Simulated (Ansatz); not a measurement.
## TiN, single point

The cell (4 atoms) is TiN as a measured crystal structure (space group Fm-3m, primitive cell doubled). Source: COD entry 1101045; it may be a high-temperature, high-pressure or metastable form.

Level of theory: DFT, PBE+U, PAW, plane waves, scalar-relativistic in Ansatz.

Input:

```yaml
crystal:
  lattice:
    - [-2.122, -2.122, -4.244]
    - [2.122, -2.122, 0.0]
    - [-2.122, -2.122, 0.0]
  atoms:
    - { symbol: Ti, position: [0.0, 0.0, 0.0], spin: 1.0 }
    - { symbol: Ti, position: [0.5, 0.5, 0.0], spin: 1.0 }
    - { symbol: "N", position: [0.0, 0.5, 0.5] }
    - { symbol: "N", position: [0.5, 0.0, 0.5] }
magnetization:
  spin_polarized: true
hamiltonian:
  xc: pbe
  pseudopotentials: { kind: paw }
  hubbard: { sites: [{ species: Ti, l: d, u_eff: 4.5 }] }
basis:
  ecutwfc: 420
kpoints:
  mp_grid: { grid: [5, 8, 9] }
scf:
  occupations: { method: fermi_dirac, width: 0.05 }
  lower_state_search: "off"
output:
  forces: true
  stress: true
  write_density: true
  write_potential: true
  elf: true
  volumetric_format: npy
```

The run was started with:
```sh
ansatz run input.yaml --threads 2 --pin off --max-ram 5120MiB --backend cpu --events-out ev --progress --plain --runs-dir out
```

Program output, abridged:

```
Warning: crystal.symmetry: narrowed to the stabiliser of the k-point mesh — unitary ops 32 → 8; excluded 24 operations that carry a point of the 5×8×9 mesh (shift [0, 0, 0]) off the mesh (the run samples exactly the mesh kpoints.mp_grid names, as under crystal.symmetry.detect: false, and its converged state has the mesh's symmetry, not the crystal's; [...]
Ti: projections on atomic orbitals take those of the free atom [Ne] 3s2 3p6 3d2 4s2, of charge +0.00 (hamiltonian.pseudopotentials.projection_atoms); the dataset's partial waves leave at most 4.1e-7 of an orbital's norm unspanned inside its sphere
N: projections on atomic orbitals take those of the free atom [He] 2s2 2p3, of charge +0.00 (hamiltonian.pseudopotentials.projection_atoms); the dataset's partial waves leave at most 9.3e-9 of an orbital's norm unspanned inside its sphere
Pseudopotentials: kind: paw
Pseudopotential: Ti, paw, valence charge 12, recommended cutoff 420 eV (normal), Ti.paw.azcp
Pseudopotential: N, paw, valence charge 5, recommended cutoff 420 eV (normal), N.paw.azcp
Functional definition: PBE
Crystal: 4 atoms, lattice volume = 38.220 Å³
Basis set: ecut = 420 eV, 727 PW (Γ), exchange–correlation on 72×48×48 points (8 copies of the dense FFT grid, shifted against one another)
Bands: 22, of which v1, the nominal top of the filled ones, is band 17 counted from 1 (16 counted from 0)
Symmetry: 8 space group operations
k-points: 115 of 360
Non-local potential: Ti, projectors of the file, l = 0: 3, l = 1: 2, l = 2: 3, l = 3: 1
Non-local potential: N, projectors of the file, l = 0: 2, l = 1: 2, l = 2: 1
Initial density: superposition of atomic densities (chi_scale 0.1, normalization cell, long waves kept (reshape's long-wave potential 0.00 eV rms))
Starting moments: Σ|m| = 2 μB on 2 of 4 sites
Initial wavefunctions: pseudopotential atomic-orbital guess
Functional: x = pbe(κ = 0.804, μ = 0.2195149727645171), c = pbe(β = 0.06672455060314922)
SCF iter   1: F=—  HF=-5766.286532 eV  |F-HF|=—  |Δ(HF+E_count)|=         —  Δρ=7.62e-2 (↑7.62e-2 ↓5.68e-2)  dr2=6.25e0  dr2_m=4.45e-1  M=1.105 μB ∫|m|=1.307 μB  β_m=0.30  ethr=3.10e-3  ⟨swp⟩=4.8  Hψ=41460  notcnv=0
automatic band count: the SCF goes on with 26 bands, as 22 were too few: the levels above may hold too much charge
preconditioner: auto → Kerker (q_TF=auto, 2.676 Å⁻¹)  [metal: Δε(μ)=0.004 eV  Ē_g=11.117 eV  σ=0.050 eV  W_gap=0.02  n_scr=14 (ndim 8)  ℏωp=25.5 eV  f_vac=0.000  D(μ)=1.46/eV (n_scr^D=14)]
spin=Collinear: Kerker preconditioning applied to the charge; magnetization (m = ρ↑ − ρ↓) channel mixes plain (no charge-response kernel on spin).
SCF iter   2: F=—  HF=-5765.315684 eV  |F-HF|=—  |Δ(HF+E_count)|=   9.71e-1  Δρ=3.98e-2 (↑3.98e-2 ↓3.18e-2)  dr2=1.37e0  dr2_m=2.03e-1  M=1.096 μB ∫|m|=1.330 μB  β_m=0.30  ethr=3.10e-3  ⟨swp⟩=2.3  Hψ=10909  notcnv=0  defer=497
SCF iter   3: F=—  HF=-5765.177708 eV  |F-HF|=—  |Δ(HF+E_count)|=   1.38e-1  Δρ=2.34e-2 (↑1.92e-2 ↓2.34e-2)  dr2=1.16e-1  dr2_m=9.00e-2  M=1.088 μB ∫|m|=1.353 μB  β_m=0.30  ethr=3.10e-3  ⟨swp⟩=2.1  Hψ=9234  notcnv=0  defer=486
SCF iter   4: F=—  HF=-5765.268332 eV  |F-HF|=—  |Δ(HF+E_count)|=   9.06e-2  Δρ=1.66e-2 (↑1.66e-2 ↓1.25e-2)  dr2=8.13e-2  dr2_m=6.02e-2  M=1.056 μB ∫|m|=1.295 μB  β_m=0.30  ethr=3.41e-4  ⟨swp⟩=2.5  Hψ=10522  notcnv=0  defer=463
SCF iter   5: F=—  HF=-5765.294074 eV  |F-HF|=—  |Δ(HF+E_count)|=   2.57e-2  Δρ=9.94e-3 (↑9.33e-3 ↓9.94e-3)  dr2=2.44e-3  dr2_m=3.19e-2  M=1.038 μB ∫|m|=1.278 μB  β_m=0.30  ethr=2.39e-4  ⟨swp⟩=2.0  Hψ=9068  notcnv=0  defer=463
SCF iter   6: F=—  HF=-5765.317921 eV  |F-HF|=—  |Δ(HF+E_count)|=   2.38e-2  Δρ=7.71e-3 (↑7.48e-3 ↓7.71e-3)  dr2=4.24e-4  dr2_m=2.01e-2  M=1.017 μB ∫|m|=1.245 μB  β_m=0.30  ethr=7.18e-6  ⟨swp⟩=2.5  Hψ=9552  notcnv=0  defer=461
SCF iter   7: F=—  HF=-5765.331355 eV  |F-HF|=—  |Δ(HF+E_count)|=   1.34e-2  Δρ=6.18e-3 (↑5.90e-3 ↓6.18e-3)  dr2=6.45e-5  dr2_m=1.28e-2  M=0.998 μB ∫|m|=1.216 μB  β_m=0.30  ethr=1.25e-6  ⟨swp⟩=2.4  Hψ=10309  notcnv=0  defer=461
SCF iter   8: F=—  HF=-5765.339048 eV  |F-HF|=—  |Δ(HF+E_count)|=   7.69e-3  Δρ=5.16e-3 (↑4.71e-3 ↓5.16e-3)  dr2=4.21e-4  dr2_m=8.47e-3  M=0.979 μB ∫|m|=1.189 μB  β_m=0.30  ethr=1.90e-7  ⟨swp⟩=2.5  Hψ=9866  notcnv=0  defer=461
Mixer restart at iter 8: flushing history
spin-set hold released at iteration 8 (site moments contracting): the magnetisation degrees of freedom join the quasi-Newton model from the next iteration; the mixer history was flushed
SCF iter   9: F=—  HF=-5765.343616 eV  |F-HF|=—  |Δ(HF+E_count)|=   4.57e-3  Δρ=4.26e-3 (↑3.96e-3 ↓4.26e-3)  dr2=2.55e-4  dr2_m=5.88e-3  M=0.961 μB ∫|m|=1.162 μB  β_m=0.53  ethr=1.90e-7  ⟨swp⟩=2.8  Hψ=10302  notcnv=0  defer=461
[... 21 iterations left out ...]
SCF iter  31: F=—  HF=-5765.355679 eV  |F-HF|=—  |Δ(HF+E_count)|=   2.09e-3  Δρ=1.92e-3 (↑1.78e-3 ↓1.92e-3)  dr2=1.96e-4  dr2_m=1.08e-3  M=0.754 μB ∫|m|=0.884 μB  β_m=0.47  ethr=6.66e-8  ⟨swp⟩=2.8  Hψ=10007  notcnv=0  defer=458
SCF iter  32: F=—  HF=-5765.362437 eV  |F-HF|=—  |Δ(HF+E_count)|=   6.76e-3  Δρ=1.07e-3 (↑1.05e-3 ↓1.07e-3)  dr2=7.52e-5  dr2_m=3.64e-4  M=0.578 μB ∫|m|=0.673 μB  β_m=0.83  ethr=6.66e-8  ⟨swp⟩=3.2  Hψ=12349  notcnv=0  defer=456
SCF iter  33: F=—  HF=-5765.361341 eV  |F-HF|=—  |Δ(HF+E_count)|=   1.10e-3  Δρ=1.29e-3 (↑1.29e-3 ↓1.22e-3)  dr2=1.61e-4  dr2_m=4.89e-4  M=0.613 μB ∫|m|=0.714 μB  β_m=0.39  ethr=6.66e-8  ⟨swp⟩=3.3  Hψ=13213  notcnv=0  defer=464
SCF iter  34: F=—  HF=-5765.365123 eV  |F-HF|=—  |Δ(HF+E_count)|=   3.78e-3  Δρ=1.12e-3 (↑1.06e-3 ↓1.12e-3)  dr2=1.44e-4  dr2_m=3.65e-4  M=0.479 μB ∫|m|=0.555 μB  β_m=0.30  ethr=6.66e-8  ⟨swp⟩=3.0  Hψ=11243  notcnv=0  defer=464
SCF iter  35: F=—  HF=-5765.368524 eV  |F-HF|=—  |Δ(HF+E_count)|=   3.40e-3  Δρ=8.76e-4 (↑8.33e-4 ↓8.76e-4)  dr2=9.69e-5  dr2_m=2.16e-4  M=0.331 μB ∫|m|=0.390 μB  β_m=0.50  ethr=6.66e-8  ⟨swp⟩=2.9  Hψ=11292  notcnv=0  defer=462
SCF iter  36: F=—  HF=-5765.373310 eV  |F-HF|=—  |Δ(HF+E_count)|=   4.79e-3  Δρ=8.75e-4 (↑8.31e-4 ↓8.75e-4)  dr2=3.62e-4  dr2_m=2.51e-5  M=0.092 μB ∫|m|=0.109 μB  β_m=0.59  ethr=6.66e-8  ⟨swp⟩=3.3  Hψ=15231  notcnv=0  defer=470
SCF iter  37: F=—  HF=-5765.372689 eV  |F-HF|=—  |Δ(HF+E_count)|=   6.20e-4  Δρ=1.17e-3 (↑1.17e-3 ↓9.82e-4)  dr2=3.89e-4  dr2_m=2.47e-4  M=-0.017 μB ∫|m|=0.068 μB  β_m=0.44  ethr=6.66e-8  ⟨swp⟩=2.8  Hψ=11501  notcnv=0  defer=467
SCF iter  38: F=—  HF=-5765.372571 eV  |F-HF|=—  |Δ(HF+E_count)|=   1.19e-4  Δρ=1.06e-3 (↑1.06e-3 ↓8.52e-4)  dr2=3.01e-4  dr2_m=2.16e-4  M=-0.000 μB ∫|m|=0.081 μB  β_m=0.47  ethr=6.66e-8  ⟨swp⟩=2.3  Hψ=10078  notcnv=0  defer=470
SCF iter  39: F=—  HF=-5765.372489 eV  |F-HF|=—  |Δ(HF+E_count)|=   8.21e-5  Δρ=1.17e-3 (↑1.17e-3 ↓9.69e-4)  dr2=4.07e-4  dr2_m=2.45e-4  M=-0.018 μB ∫|m|=0.077 μB  ethr=6.66e-8  ⟨swp⟩=5.8  Hψ=23880  notcnv=0
Mixer restart at iter 39: flushing history
iteration 39: the SCF's residuals had fallen too slowly under its mixing. It goes on by minimising its free energy, and can end on another state than longer mixing would; under `scf.algorithm: density_mixing` no SCF does so, but by `scf.convergence.dm_fallback`
SCF iter  40: F=—  HF=-5765.375163 eV  |F-HF|=—  |Δ(HF+E_count)|=   2.67e-3  Δρ=3.49e-4 (↑3.49e-4 ↓2.93e-4)  dr2=7.34e-5  dr2_m=1.04e-5  M=0.005 μB ∫|m|=0.013 μB  ethr=6.66e-8  ⟨swp⟩=3.2  Hψ=32241  notcnv=0
SCF iter  41: F=—  HF=-5765.375173 eV  |F-HF|=—  |Δ(HF+E_count)|=   1.05e-5  Δρ=1.17e-4 (↑8.77e-5 ↓1.17e-4)  dr2=8.76e-6  dr2_m=4.89e-7  M=0.003 μB ∫|m|=0.005 μB  ethr=6.66e-8  ⟨swp⟩=3.0  Hψ=23210  notcnv=0
SCF iter  42: F=—  HF=-5765.375171 eV  |F-HF|=—  |Δ(HF+E_count)|=   2.33e-6  Δρ=4.09e-5 (↑4.09e-5 ↓3.22e-5)  dr2=1.93e-6  dr2_m=6.56e-8  M=0.002 μB ∫|m|=0.004 μB  ethr=2.58e-8  ⟨swp⟩=2.1  Hψ=19369  notcnv=0
SCF iter  43: F=—  HF=-5765.375172 eV  |F-HF|=—  |Δ(HF+E_count)|=   1.20e-6  Δρ=6.32e-6 (↑5.68e-6 ↓6.32e-6)  dr2=2.84e-8  dr2_m=4.29e-9  M=0.000 μB ∫|m|=0.001 μB  ethr=2.94e-10  ⟨swp⟩=6.5  Hψ=33305  notcnv=0
SCF iter  44: F=—  HF=-5765.375172 eV  |F-HF|=—  |Δ(HF+E_count)|=   4.67e-8  Δρ=7.95e-7 (↑7.95e-7 ↓5.61e-7)  dr2=3.21e-10  dr2_m=5.01e-11  M=0.000 μB ∫|m|=0.000 μB  ethr=8.36e-11  ⟨swp⟩=4.8  Hψ=28289  notcnv=0
SCF iter  45: F=-5765.375172 eV  HF=-5765.375172 eV  |F-HF|=3.64e-12  |Δ(HF+E_count)|=  3.65e-10  Δρ=1.31e-7 (↑1.17e-7 ↓1.31e-7)  dr2=7.97e-12  dr2_m=2.13e-12  M=0.000 μB ∫|m|=0.000 μB  ethr=1.00e-12  ⟨swp⟩=3.8  Hψ=24068  notcnv=0
SCF iter  46: F=-5765.375172 eV  HF=-5765.375172 eV  |F-HF|=4.55e-12  |Δ(HF+E_count)|=  9.09e-13  Δρ=1.31e-7 (↑1.17e-7 ↓1.31e-7)  dr2=7.97e-12  dr2_m=2.13e-12  M=0.000 μB ∫|m|=0.000 μB  ethr=1.00e-12  ⟨swp⟩=3.8  Hψ=24044  notcnv=0
WARN: the starting moments were not kept: the SCF closed with an absolute magnetisation of 1.2e-5 μB, where they sum to 2 μB in size (2 sites). That is at most 0.1 of that sum. Measured as dr2_m measures the in/out step, that magnetisation stands 3.6e-11 eV from none, at or under the dr2_threshold of 1.0e-7 eV: it is no larger than a step whose dr2_m would equal this threshold. The system may hold no moment; this SCF shows only that its start led to no more than that. [...]
the last iteration of the SCF fills more bands at one k-point than at another: 16 at σ=↑ k=3 and 20 at σ=↑ k=0; 16 at σ=↓ k=3 and 20 at σ=↓ k=0 (a band counts as filled where it holds over half of its capacity, the bands of one level by their mean; [...]
SCF 1 converged in 46 iterations: F = -5765.375172 eV  dr2 = 7.97e-12
  greatest PAW one-centre occupation: 0.999 electrons in one spin orbital (limit 2), on the Ti atom at site 1 (counted from 0), in its partial waves of l = 0
SCF converged after 46 iterations
Stability not told: the lowest value that the SCF's own minimisation read on its close, 1.0e-1 (residual 4.1e-3), is positive but too near zero to vouch for directions that it does not look along: no lower mode is shown, and none is ruled out
Magnetization: 0.0000 μB (17.0000 up, 17.0000 down)
Absolute magnetization: 0.0000 μB (∫|ρ↑−ρ↓|, with the PAW one-centre terms)
Spin contamination: 0.0000 ħ² per cell (⟨S²⟩ above its minimum at these occupations)
Per-site moments (μB) at R_I (Å): [(3.6210e-6, 0.8753), (3.6210e-6, 0.8753), (-6.4128e-7, 0.8753), (-6.4128e-7, 0.8753)]
Free energy (F): -5765.375172 eV
Harris-Foulkes:  -5765.375172 eV  (|F-HF|=4.55e-12)
Internal energy: -5765.363430 eV  (E = F + TS)
E sigma→0 (E₀):  -5765.369301 eV
Entropy (-TS):   -0.011743 eV (-2.936 meV/atom)
Fermi energy:    17.754407 eV
--- Per-component energies (eV) ---
  E_band       = -183.836909
  E_kinetic    = 813.323632
  E_local      = -1572.070921  (includes V_loc(G=0)·N_el)
  E_nonlocal   = 100.528440
  E_hartree    = 623.853146
  E_xc         = -320.258909
  E_vxc        = -403.735065  (∫ρ·V_xc dr)
  E_hubbard    = 8.711911  (on-site DFT+U / exact-exchange correction)
  E_vhub       = 5.602710  (the Hubbard potential's part of the band-sum identity)
  E_paw        = -2346.770267  (= ΣΔE_a)
  E_vpaw       = -375.192304  (= ΣTr[D̂ρ^β])
  E_aug_tail   = 0.000433  (compensation charges beyond the density's cutoff)
  E_ewald      = -3072.680893
  E_smearing   = -0.011743  (= −TS)
  E_closure    = 0.000000  (closes the sum)
  Σ components = -5765.375172   (vs F -5765.375172, Δ=0.00e0)
--- Forces (eV/Å), atoms counted from 1 ---
  atom   1  Ti     0.00000000    -0.00000000     0.00000000
  atom   2  Ti     0.00000000    -0.00000000     0.00000000
  atom   3  N     -0.00000000    -0.00000000    -0.00000000
  atom   4  N     -0.00000000    -0.00000000    -0.00000000
  max |Σ_I F_I| component: 6.15e-29 eV/Å
--- Stress (GPa, compression-positive) ---
        7.073453      -0.293672       0.177396
       -0.293672       7.073453       0.177396
        0.177396       0.177396       7.271647
  P = ⅓ Tr σ = 7.1395 GPa (71.395 kbar)
--- Band table (eV; the first three rows and the last of 230) ---
  k-point 0 ↑: bands = ["-41.2221", "-41.0911", "-17.7113", "-17.3769", "-17.3723", "-17.1986", "-17.1786", "-17.1744", "0.2559", "2.0165", "11.4448", "14.1700", "14.1707", "14.8303", "15.4142", "15.4218", "15.4228", "17.1964", "17.2425", "17.2512", "18.4535", "18.4770", "19.5029", "20.1326", "20.1391", "21.1693"]
  k-point 1 ↑: bands = ["-41.2111", "-41.0958", "-17.6820", "-17.4001", "-17.3554", "-17.2646", "-17.1936", "-17.1807", "0.4951", "2.1019", "11.3746", "13.2331", "13.8602", "14.3312", "14.6834", "14.6927", "15.7704", "17.4871", "17.5229", "17.6709", "19.2885", "19.3096", "19.9048", "20.1188", "20.1194", "21.3090"]
  k-point 2 ↑: bands = ["-41.1814", "-41.1056", "-17.6574", "-17.4491", "-17.4103", "-17.3129", "-17.2105", "-17.1967", "1.1443", "2.3211", "10.9911", "12.3127", "12.4561", "13.2101", "13.5701", "13.5818", "17.0506", "18.0803", "18.1158", "18.2369", "19.8167", "20.0355", "20.8447", "20.8640", "21.1115", "21.7446"]
  k-point 114 ↓: bands = ["-41.1144", "-41.1144", "-17.7729", "-17.7729", "-17.2693", "-17.2693", "-17.2533", "-17.2533", "2.7320", "2.7320", "9.6397", "9.6397", "12.1848", "12.1848", "12.2839", "12.2839", "19.2470", "19.2470", "19.4110", "19.4110", "19.8855", "19.8855", "22.7133", "22.7133", "23.1451", "23.1451"]
```

A static U favours moments and orbital order; the result depends on U and need not be the measured state. The mesh has less symmetry than the lattice, which lowers the symmetry of the run. The program warns that the starting moments weren't kept.

The run took 78 s on 2 threads of Arm Neoverse V2 (shared host), peak memory 0.85 GiB.
